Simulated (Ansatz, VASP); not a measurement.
Two plane-wave programs on CsH

```
Cs H
1.0
     0.00000    3.12292    3.12292
     3.12292    0.00000    3.12292
     3.12292    3.12292    0.00000
Cs H
1 1
Direct
  0.00000 0.00000 0.00000
  0.50000 0.50000 0.50000
```

Alike in both runs: functional r2SCAN; k mesh 8 × 8 × 8; occupations fermi-dirac, width 0.02 eV; no spin polarisation.

Ansatz relaxed the structure, and its values are those at the end. VASP's run is a single point on that final structure, the one shown.

```csv
,VASP,Ansatz
version,VASP 6.6.1,Ansatz 0.2.0
potentials or method,"VASP PAW PBE potentials, release 64 (Cs_sv, H)",PAW plane waves
plane-wave cutoff (eV),520,500
valence electrons in the cell,10,10
```

Ansatz gave:

```
gap on the k mesh at the Fermi level (eV) : 2.60
pressure (GPa)                            : 0.7
```

Estimate VASP's values.

gap on the k mesh at the Fermi level (eV): 2.59; pressure (GPa): 0.7.

Ansatz warned: «stress_scf_threshold_loose».

Caveats: the PAW data sets were made with another functional, which shifts forces and pressure a little (VASP); spin-orbit coupling is left out, which moves the levels of the heavy elements. r2SCAN opens gaps a little over a GGA but as a rule still falls short of measured ones. A k mesh can miss the band edges.
